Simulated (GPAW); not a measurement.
## MgO: single point with PBE

**Measured values to compare with.**

From “Electronic structure of alkaline earth and post-transition metal oxides”, 2009, arxiv:0908.1581, for a bulk crystal of MgO: band gap 7.83 eV.

The system is MgO.

```
CELL_PARAMETERS angstrom
0.00000 2.09700 2.09700
2.09700 0.00000 2.09700
2.09700 2.09700 0.00000
ATOMIC_POSITIONS crystal
Mg 0.00000 0.00000 0.00000
O 0.50000 0.50000 0.50000
```

The cell is a database's computed one.

```
Program             : GPAW 26.7.0
Task                : single point
Functional          : PBE
Potentials or basis : GPAW PAW data sets (gpaw-data 1.2.1)
Cutoff              : 800 eV
Basis               : pw
k mesh              : 11 × 11 × 11
Occupations         : gaussian, width 0.013 eV
Spin                : no spin polarisation
Maxiter             : 150
```

| Quantity | Value |
| --- | --- |
| Pressure | 7.0 GPa |
| Band gap on the k mesh | 4.89 eV, direct |

Levels at points of the mesh, in eV from the valence-band top:
| k point | band 5 | band 6 | band 7 | band 8 | band 9 | band 10 | band 11 | band 12 |
| --- | --- | --- | --- | --- | --- | --- | --- | --- |
| (0.00, 0.00, 0.00) | -17.28 | 0.00 | 0.00 | 0.00 | 4.89 | 15.90 | 15.90 | 15.90 |

Wall time 7.7 s on 1 thread of Intel(R) Xeon(R) 6975P-C (Granite Rapids) (shared host), peak memory 0.15 GiB.

Measured gap of MgO: 7.83 eV (quoted in “Electronic structure of alkaline earth and post-transition metal oxides”, 2009, arxiv:0908.1581). This calculation gives 4.89 eV (-2.94 eV). The value is that of PBE, without temperature or zero-point motion. Semilocal functionals fall short of measured gaps as a rule. The cell is a database's relaxed one, not the measured one, which moves gaps too.
